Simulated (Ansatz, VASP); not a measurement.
# One calculation of Rh, two programs

```
Rh
1.0
     0.00000    1.77855    2.13427
     1.77855    0.00000    2.13427
     1.77855    1.77855    0.00000
Rh
1
Direct
  0.00000 0.00000 0.00000
```

Alike in both runs: task single point; functional PBEsol; k mesh 30 × 30 × 30; occupations gaussian, width 0.15 eV; no spin polarisation.

```csv
,VASP,Ansatz
version,VASP 6.6.1,Ansatz 0.2.0
potentials or method,"VASP PAW PBE potentials, release 64 (Rh_pv)","scalar-relativistic, plane waves, PAW"
plane-wave cutoff (eV),520,420
valence electrons in the cell,15,17
```

Ansatz gave:

| Property | Result |
| --- | --- |
| gap on the k mesh at the Fermi level (eV) | none |
| pressure (GPa) | 6.4 |
| largest component of the traceless stress (GPa) | 29.35 |

What did VASP give for the same quantities?

gap on the k mesh at the Fermi level (eV): none; pressure (GPa): 6.4; largest component of the traceless stress (GPa): 29.31.

A gap of «none» marks a metal or a gap that the smearing closes. The two sets of potentials don't hold the same shells in valence.

Caveats: the PAW data sets were made with another functional, which shifts forces and pressure a little (VASP).
